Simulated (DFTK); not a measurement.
Hf:

```
CELL_PARAMETERS angstrom
-1.80500 1.80500 1.80500
1.80500 -1.80500 1.80500
1.80500 1.80500 -1.80500
ATOMIC_POSITIONS crystal
Hf 0.00000 0.00000 0.00000
```

This isn't the form of Hf at room conditions, which is hcp.

Base run:

- Program: DFTK 0.8.2
- Functional: rSCAN
- Potentials or basis: cp2k.nc.sr.pbe.v0_1.semicore.gth (PBE, GTH)
- Cutoff: 1932 eV
- k mesh: 8 × 8 × 8
- Occupations: fermi-dirac, width 0.05 eV
- Spin: no spin polarisation

Its results: band gap on the k mesh none (metal or under the smearing width); pressure -5.7 GPa.

After a change of settings the same cell gave: band gap on the k mesh none (metal or under the smearing width); pressure -5.2 GPa. Which change was it?
A. functional from rSCAN to M06-L; potentials or basis from cp2k.nc.sr.pbe.v0_1.semicore.gth (PBE, GTH) to SG15 1.2 (PBE); cutoff from 1932 eV to 1225 eV; valence electrons from 12 to 26
B. functional from rSCAN to TM; potentials or basis from cp2k.nc.sr.pbe.v0_1.semicore.gth (PBE, GTH) to in-house norm-conserving set (r2SCAN, scalar relativistic); cutoff from 1932 eV to 1225 eV; valence electrons from 12 to 26
C. functional from rSCAN to r2SCAN

C.

Caveats: GTH potentials come without recommended cutoffs, and this one wasn't checked for convergence; the program warned that the kinetic-energy density falls under its von Weizsäcker bound, which can give unphysical results; the potentials were made for another functional, which shifts forces and pressure; spin-orbit coupling is left out, which moves the levels of the heavy elements.
